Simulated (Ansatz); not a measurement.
**Thickness series in AlSb**

The reference is AlSb in the zinc blende structure (space group F-43m, No. 216).

```
AlSb
1.0
    0.00000     3.11279     3.11279
    3.11279     0.00000     3.11279
    3.11279     3.11279     0.00000
Sb Al
1 1
Direct
  0.75000   0.75000   0.75000
  0.00000   0.00000   0.00000
```

Cartesian axes are those of the cell as printed.

Free-standing slabs (2 atom(s) a layer) normal to [110] with 15 Å of vacuum; in-plane cell held at bulk.

All numbers come from PBE, PAW, 420 eV (Ansatz, an electronic-structure program; without spin-orbit coupling), earlier PAW set.

Notes on the quantities. excess energy per area of both faces: slab less bulk energy over the cell's area: twice a surface energy; uncertain by up to 0.04 J/m².

```csv
case,band gap,excess energy per area of both faces,thickness between the outermost nuclei
base,1.24 eV,–,–
1 layer,zero,–,–
2 layers,1.45 eV,0.90 J/m²,2.76 Å
3 layers,zero,1.14 J/m²,4.91 Å
4 layers,0.79 eV,1.07 J/m²,7.17 Å
5 layers,0.58 eV,1.09 J/m²,9.31 Å
6 layers,0.72 eV,1.08 J/m²,11.54 Å
7 layers,0.61 eV,1.09 J/m²,13.73 Å
```

Slab and bulk use different k-meshes, which limits the precision of the excess energy. With Sb present, leaving out spin-orbit coupling can change the band edges. Stability against distortions was not tested. All final runs are without spin polarisation. Gaps under 0.05 eV, about the width of the smearing, are given as zero. The zero or small gap of AlSb can change with the level of theory.
